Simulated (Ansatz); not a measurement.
A run of Ansatz 0.2.0 is set up as follows.

input.yaml

```yaml
crystal:
  lattice:
    - [-1.71384034, 1.6638007, 1.605951]
    - [1.69320357, -1.68230212, 1.60381565]
    - [1.68622365, 1.65468543, -1.62445243]
  atoms:
    - { symbol: Ta, position: [0.0, 0.0, 0.0] }
hamiltonian:
  xc: pbe
  pseudopotentials: { kind: paw }
kpoints:
  mp_grid: { grid: [11, 11, 11] }
scf:
  occupations: { method: fermi_dirac, width: 0.05 }
output:
  forces: true
  stress: true
  eigenvalues: true
```

Potentials or basis: Ansatz PAW.

Command:

```sh
$ ansatz run input.yaml --threads 2 --pin off --max-ram 5632MiB --backend cpu --events-out ev --progress --plain --runs-dir out
```

(1) What does it give for the band gap on the k mesh?

(2) What does it give for the pressure?

Answers

(1) none (metal or under the smearing width).

(2) 3.1 GPa.
